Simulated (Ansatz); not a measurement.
The system is BN.

```xyz
2
Lattice="0.0000 1.8130 1.8130 1.8130 0.0000 1.8130 1.8130 1.8130 0.0000" Properties=species:S:1:pos:R:3 pbc="T T T"
N     0.9091    0.8919    0.9172
B    -0.0699    0.0094   -0.0079
```

The cell is a database's computed one.

The cell isn't the ideal one: atoms moved at random, drawn with an rms of 0.05 Å.

| Quantity | Value |
| --- | --- |
| Program | Ansatz 0.2.0 |
| Task | relaxation of cell and atoms |
| Functional | PBEsol |
| Potentials or basis | Ansatz PAW polarizable |
| Cutoff | 420 eV |
| Density cutoff | 1680 eV |
| k mesh | 9 × 9 × 9 |
| Occupations | methfessel-paxton, width 0.01 eV |
| Spin | no spin polarisation |

At the start: pressure -4.4 GPa; volume 5.96 Å³/atom.

Task: Where does the relaxation end?

Result: Over 16 steps the energy falls by 39.9 meV/atom and the volume is 5.87 Å³/atom (-1.5 %); space group F-43m (No. 216, to 0.05 Å).

Step by step:
```csv
step,energy change (eV),largest force (eV/Å),pressure (GPa),volume (Å³)
1,0.0000,1.9673,-4.43,11.92
2,-0.0581,0.9541,-4.96,11.89
3,-0.0742,0.4530,-3.21,11.82
4,-0.0753,0.4031,-3.08,11.82
5,-0.0770,0.3073,-2.80,11.81
6,-0.0786,0.1740,-2.36,11.79
7,-0.0796,0.0181,-1.75,11.77
8,-0.0794,0.1352,-0.92,11.75
9,-0.0794,0.1310,-0.91,11.75
10,-0.0795,0.1228,-0.89,11.75
11,-0.0795,0.1109,-0.85,11.75
12,-0.0796,0.0956,-0.81,11.74
13,-0.0797,0.0775,-0.75,11.74
14,-0.0798,0.0571,-0.68,11.74
15,-0.0798,0.0352,-0.60,11.74
16,-0.0799,0.0102,-0.49,11.73
```

Final structure:
```
CELL_PARAMETERS angstrom
-0.00001 1.80340 1.80341
1.80368 -0.00048 1.80388
1.80325 1.80345 -0.00006
ATOMIC_POSITIONS crystal
N 0.25889 0.24192 0.23962
B 0.00899 0.99171 0.98963
```

Caveat: the pressure holds a Pulay correction of +1.1 GPa for the finite cutoff.
